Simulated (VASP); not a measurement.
Crystal: Gd.

```
Gd
1.0
     0.00000    2.58582    2.58582
     2.58582    0.00000    2.58582
     2.58582    2.58582    0.00000
Gd
1
Direct
  0.00000 0.00000 0.00000
```

This isn't the form of Gd at room conditions, which is hcp.

- Program: VASP 6.6.1
- Task: single point
- Functional: PBE
- Potentials or basis: VASP PAW PBE potentials, release 64 (Gd)
- Cutoff: 520 eV
- k mesh: 9 × 9 × 9
- Occupations: fermi-dirac, width 0.05 eV
- Spin: collinear spin, ferromagnetic start
- Starting moments: [7.0] μB

On this cell: pressure -1.3 GPa; net moment 7.59 μB per cell; site moments Gd +6.97 μB; band gap on the k mesh none (metal or under the smearing width).

The same run follows on a disturbed copy (cell strained at random at fixed volume):

```xyz
1
Lattice="-0.0089 2.5363 2.5700 2.5556 -0.0298 2.5910 2.5832 2.5847 -0.0573" Properties=species:S:1:pos:R:3 pbc="T T T"
Gd    0.0105    0.0277   -0.0501
```

Question: What changes?

Answer: The energy (extrapolated to zero smearing) moves by +3.2 meV/atom; pressure -1.3 GPa; net moment 7.58 μB per cell; site moments Gd +6.96 μB; band gap on the k mesh none (metal or under the smearing width).

Stress tensor (GPa, compression positive):
```
-1.25 -0.17  0.33
-0.17 -1.20  0.71
 0.33  0.71 -1.49
```

Caveats: spin-orbit coupling is left out, which moves the levels of the heavy elements.
